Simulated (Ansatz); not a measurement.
**TiC: a vibration from a frozen displacement**

These are results of Ansatz, DFT PBE, scalar-relativistic, plane waves, PAW, not measurements. Cutoff 420 eV, Γ-centred 18×18×18 k-points, Gaussian smearing of 0.15 eV. No spin polarisation. Energies are free energies at this smearing, counted from the undisturbed cell; pressure is positive in compression.

The undisturbed cell (as given, not relaxed at this level; it stands at 0.9 GPa):

```yaml
crystal:
  lattice:
    - [0.00000, 2.16400, 2.16400]
    - [2.16400, 0.00000, 2.16400]
    - [2.16400, 2.16400, 0.00000]
  atoms:
    - { symbol: Ti, position: [0.00000, 0.00000, 0.00000] }
    - { symbol: C, position: [0.50000, 0.50000, 0.50000] }
```

Every Ti atom is moved by x along the Cartesian unit vector (0.000, 0.000, -1.000); the cell and all other atoms stay fixed. The cell's volume is 20.27 Å³; the moved atoms weigh 47.867 u together and the others 12.011 u. Some rows repeat others by symmetry and weren't run.

```
  x (Å)  ΔE (meV/cell) total force on the moved atoms along the move (eV/Å) pressure (GPa)
-0.3000         456.20                                                3.4866         12.4024
-0.2625         337.34                                                2.8645          9.5486
-0.2250         240.46                                                2.3127          7.1407
-0.1875         163.20                                                1.8176          5.1607
-0.1500         103.31                                                1.3881          3.5842
-0.1125          58.31                                                1.0209          2.3808
-0.0750          26.24                                                0.6920          1.5400
-0.0375           6.60                                                0.3516          1.0430
 0.0000           0.00                                                0.0000          0.8779
 0.0375           6.60                                               -0.3516          1.0430
 0.0750          26.24                                               -0.6920          1.5400
 0.1125          58.31                                               -1.0209          2.3808
 0.1500         103.31                                               -1.3881          3.5842
 0.1875         163.20                                               -1.8176          5.1607
 0.2250         240.46                                               -2.3127          7.1407
 0.2625         337.34                                               -2.8645          9.5486
 0.3000         456.20                                               -3.4866         12.4024
```

Question: What frequency belongs to this motion?

Answer: The force constant is k = −dF/dx = 9.376 eV/Å², from the parabola through x = -0.0375, 0 and 0.0375. In every cell the moved atoms swing against the rest, so the mass is μ = m₁m₂/(m₁ + m₂) = 9.602 u, and ν̃ = 521.5 cm⁻¹ × √(|k|/μ) = 515 cm⁻¹. To first order in x, and within 1 %, the force on every atom lies along the move and, within each of the two groups, in proportion to the atom's mass, so this is itself a mode at the zone centre of this cell.

Question: How far does the harmonic law reach?

Answer: At x = -0.300 Å, kx²/2 = 421.92 meV against the computed 456.20 meV (+8.1 %): the well stiffens in this direction at large amplitude.

Question: The pressure changes with x². What does that say about the frequency under compression?

Answer: With E = k(V)x²/2, k ∝ V^(−2γ) and x scaling with the cell as V^(1/3), P − P0 = −∂E/∂V = (2γ − 2/3) ΔE/V. At x = 0.0750 Å, V(P − P0) = 20.27 × 0.66208 / 160.2 eV = 83.75 meV and ΔE = 26.24 meV, so γ = 1/3 + V(P − P0)/(2ΔE) = 1.93. This is the Grüneisen parameter of the motion under uniform scaling of the cell: shrinking the cell evenly by 1 % in volume raises the frequency by about 1.93 %.

In a metal these slopes depend on the k mesh and the smearing.